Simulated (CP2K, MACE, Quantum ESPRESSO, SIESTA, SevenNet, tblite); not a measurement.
# Pressure against volume in P6_3/mmc (COD entry) MoS2, displaced supercell (54 atoms), SIESTA DZP, PBE

The cell holds 54 atoms: 18 Mo and 36 S. Its edges and angles: a = 9.507 Å, b = 9.507 Å, c = 12.324 Å, α = 90.0°, β = 90.0°, γ = 120.0°. It derives from MoS2 (P6_3/mmc (measured, COD)), repeated 3×3×1. P6_3/mmc (COD entry) MoS2 (cell 3.169, 3.169, 12.32, 90, 90, 120), 3 x 3 x 1 conventional cells; every coordinate displaced by a Gaussian of 0.05 Å.

Calculated with SIESTA 5.4.2: PBE; DZP orbitals, shift 0.01 Ry, mesh 300 Ry; k-points Γ. The unchanged cell has V0 = 17.864 Å³ an atom and P0 = 5.034 GPa. It is scaled evenly, with fractional positions held.

| volume (Å³/atom) | pressure (GPa) |
| --- | --- |
| 16.792 | 16.81 |
| 17.328 | 10.42 |
| 18.400 | 0.4486 |
| 18.936 | ? |

The database entry behind the starting cell differs from later determinations by our own check (about 0.3 % long), so it need not match the best structure at ambient conditions.

**Question.** Fit a second-order expansion in ln V to the rows given and extrapolate to the withheld row.

Worked fit:

To second order in u = ln(V/V0), P = P0 − B u + ½ B B′ u², with B the bulk modulus at V0 and B′ its pressure derivative. So v = (P − P0)/u is a line in u, with intercept −B and slope ½ B B′.

| u | v (GPa) |
| --- | --- |
| -0.0618754 | -190.324 |
| -0.0304592 | -176.889 |
| 0.0295588 | -155.111 |

With n = 3: mean u = -0.0209253, mean v = -174.108, Σ(u − ū)² = 0.0043165, Σ(u − ū)(v − v̄) = 1.6496. Slope b = 1.6496 / 0.0043165 = 382.17; intercept a = v̄ − b ū = -166.11.

So B = 166 GPa and B′ = 2b/B = 4.6. At the withheld volume u = 0.05827, v = a + b u = -143.8 GPa, and P = P0 + u v.

Prediction at 18.936: -3.348 GPa. The run gave -3.467 GPa, so the fit is high by 0.12 GPa (3.4 % of the value).

B′ = 4.6 rests on three points. Among the rows given, the largest miss of the fit is at 16.792, by 0.035 GPa (0.17 % of the range of the table).

Limits: Static cells at zero temperature, with the cell shape held. The cell is layered, and even scaling strains the stiff bonds in the layers as much as the soft gap between them, so this isn't its hydrostatic bulk modulus, which the soft gap would lower.

[Hosts, paths, dates, database ids (printed as entryN), source tags and the programs' standing remarks are cut or masked in the printed files.]
